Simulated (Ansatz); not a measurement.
# CoO under changes of volume

One of the cells (9.584 Å³/atom); the others are scaled copies at fixed shape and fractional positions:

```
Co O
1.0
    -1.50800    1.50800    2.10725
     1.50800   -1.50800    2.10725
     1.50800    1.50800   -2.10725
Co O
1 1
Direct
  0.00000 0.00000 0.00000
  0.50000 0.50000 0.00000
```

| Property | Result |
| --- | --- |
| Program | Ansatz 0.2.0 |
| Functional | LDA |
| Potentials or basis | all-electron LAPW, scalar-relativistic |
| Cutoff | 368 eV (chosen from the basis error) |
| Basis error allowed | 0.001 eV/atom |
| k mesh | 12 × 12 × 12 |
| Occupations | fermi-dirac, width 0.05 eV |
| Spin | collinear spin, ferromagnetic start |
| Starting moments | [2.0, 0.0] μB |

| volume (Å³/atom) | energy over the lowest point (meV/atom) | pressure (GPa) | moment (μB per cell) |
| --- | --- | --- | --- |
| 9.009 | 0.00 | -10.6 | 2.51 |
| 9.201 | 14.74 | -13.4 | 2.63 |
| 9.392 | ? | ? | ? |
| 9.584 | 52.05 | -17.9 | 2.85 |
| 9.776 | 74.83 | -20.3 | 2.91 |
| 9.967 | 100.51 | -22.6 | 2.95 |
| 10.159 | 128.92 | -24.8 | 2.97 |

Problem. What does the run at 9.392 Å³/atom give?

Solution. Energy over the lowest point 32.16 meV/atom; pressure -15.6 GPa; moment 2.76 μB per cell.

Worked out: A Birch-Murnaghan fit of order 3 (a polynomial in V^(-2/3)) to the other rows has no minimum within the range. It gives 31.97 meV/atom at 9.392 Å³/atom, against the run's 32.16, and -dE/dV = -15.6 GPa, against -15.6. A parabola through the other rows of the moment, of slope 0.529 μB per Å³/atom there, gives 2.75 μB, against the run's 2.76.

Energies are extrapolated to zero smearing.

Caveats: a cell with one magnetic atom can't hold antiferromagnetic order, which such compounds often take.
